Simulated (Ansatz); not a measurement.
# CeO2 in the fluorite structure

Computed with Ansatz (plane waves, PAW, 420 eV cutoff): PBE, scalar-relativistic, no spin polarisation, 12×12×12 k-mesh, Gaussian smearing of 0.05 eV; PAW files: Ansatz's generated set soft_2.

```
CELL_PARAMETERS angstrom
0.00000 2.73213 2.73213
2.73213 0.00000 2.73213
2.73213 2.73213 0.00000
ATOMIC_POSITIONS crystal
Ce 0.00000 0.00000 0.00000
O 0.25000 0.25000 0.25000
O 0.75000 0.75000 0.75000
```

The start was a prototype's sites filled with these elements; the Crystallography Open Database holds the compound in this structure.

The run above is the reference. The same cell was run again with other input settings; several of them aren't fit for production, so the rows show the settings' effect and aren't properties of the material.

```tsv
keys changed	outcome	ΔE (meV/atom)	P (GPa)	gap on the mesh (eV)	cell moment (μB)	largest force component (eV/Å)	SCF iterations	rough core-seconds	new warnings
none (reference)	converged	0.0	0.0	1.90	–	0.000	–	–	–
hamiltonian.hubbard: {"sites": [{"species": "Ce", "l": "f", "u_eff": 6.0}], "double_counting": "amf"}	converged	–	0.5	1.87	–	0.000	21	7	–
hamiltonian.pseudopotentials: {"kind": "nc"}; scf.mixing.preconditioner: "kerker"	refused	–	–	–	–	–	0	0.1	–
crystal.symmetry: {"detect": false}	converged	0.0	0.0	1.90	–	0.000	7	40	–
scf.mixing.algorithm: "broyden"; scf.mixing.beta: 0.2; scf.occupations.width: 0.05 → null; scf.occupations.method: "gaussian" → "tetrahedron"	converged	0.0	0.0	1.90	–	0.000	17	2.8	band table not solved further; tetrahedron derivatives may miss energy slope
```

These changes also left energy (to 0.1 meV/atom), pressure, gap, moment and forces as in the reference: scf.n_extra_bands: 8 | scf.convergence.dr2_threshold: 1e-08.

ΔE is the energy with the smearing extrapolated to zero. It is left out where the change alters the Hamiltonian or the spin treatment. The varied runs start from atomic densities (corrected by the program's trained start where that serves), with the default search for lower states unless a row changes it.

Task: What happens with these changes: kpoints.mp_grid.grid: [12, 12, 12] → [10, 10, 10]?

Result: outcome converged, ΔE (meV/atom) 0.0, P (GPa) 0.0, gap on the mesh (eV) 1.92, largest force component (eV/Å) 0.000, SCF iterations 7, rough core-seconds 1.5.

Task: What happens with these changes: hamiltonian.xc: "pbe" → "revpbe"; scf.convergence.dr2_threshold: 1e-09; hamiltonian.hubbard: {"sites": [{"species": "Ce", "l": "f", "u_eff": 8.0}], "double_counting": "amf"}?

Result: outcome converged, P (GPa) 3.9, gap on the mesh (eV) 1.53, largest force component (eV/Å) 0.000, SCF iterations 22, rough core-seconds 6, new warnings stress scf threshold loose.

1 further run (cut off, refused for memory, with changed atoms or starts, or in doubt) is left out.

Of the reference: Spin–orbit coupling, which matters for such heavy elements, is left out.
